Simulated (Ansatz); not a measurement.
**Response to strain in ZnTe**

The reference is ZnTe in the zinc blende structure (space group F-43m, No. 216).

```
CELL_PARAMETERS angstrom
      0.00000     3.08959     3.08959
      3.08959     0.00000     3.08959
      3.08959     3.08959     0.00000
ATOMIC_POSITIONS crystal
  Te 0.75000 0.75000 0.75000
  Zn 0.00000 0.00000 0.00000
```

Cartesian axes are those of the cell as printed.

Strains are applied to the cell and any free atomic positions relax; under biaxial strain the out-of-plane vector relaxes too.

Levels (all Ansatz, a program for electronic structure, PAW, earlier PAW set): PBE (420 eV, scalar-relativistic without spin-orbit coupling); r2SCAN (500 eV, no spin-orbit coupling).

The base cell above is that of PBE; each level relaxes its own structures.

Notes on the quantities. pressure: mean of the normal stresses, compression positive.

```json
[
 {"case": "biaxial strain −0.34 %, plane normal [001], relaxed out of plane", "pressure, PBE": "0.15 GPa", "pressure, r2SCAN": "0.16 GPa"},
 {"case": "biaxial strain −1.76 %, plane normal [110], relaxed out of plane", "pressure, PBE": "1.05 GPa", "pressure, r2SCAN": "1.19 GPa"},
 {"case": "biaxial strain −0.67 %, plane normal [111], relaxed out of plane", "pressure, PBE": "0.43 GPa", "pressure, r2SCAN": "0.49 GPa"},
 {"case": "biaxial strain +1.35 %, plane normal [111], relaxed out of plane", "pressure, PBE": "-0.79 GPa", "pressure, r2SCAN": "-0.91 GPa"},
 {"case": "isotropic strain −2.09 %", "pressure, PBE": "3.18 GPa", "pressure, r2SCAN": "3.64 GPa"},
 {"case": "isotropic strain −1.97 %", "pressure, PBE": "2.97 GPa", "pressure, r2SCAN": "3.40 GPa"},
 {"case": "uniaxial strain ε_yy = −5.43 %", "pressure, PBE": "2.71 GPa", "pressure, r2SCAN": "3.10 GPa"},
 {"case": "uniaxial strain ε_yy = −5.35 %", "pressure, PBE": "2.66 GPa", "pressure, r2SCAN": "3.05 GPa"},
 {"case": "uniaxial strain ε_yy = +1.59 %", "pressure, PBE": "-0.66 GPa", "pressure, r2SCAN": "-0.75 GPa"},
 {"case": "uniaxial strain ε_zz = +4.85 %", "pressure, PBE": "-1.85 GPa", "pressure, r2SCAN": "-2.13 GPa"},
 {"case": "strain tensor (xx, yy, zz, yz, xz, xy) = (−0.75, +0.06, −1.80, −1.10, +1.27, −0.49) %", "pressure, PBE": "1.17 GPa", "pressure, r2SCAN": "1.34 GPa"},
 {"case": "tensor shear ε_yz = +1.95 %", "pressure, PBE": "0.03 GPa", "pressure, r2SCAN": "0.03 GPa"}
]
```

The two levels differ by at most about 0.46 GPa. They put the cases in the same order.

Stability against distortions was not tested.
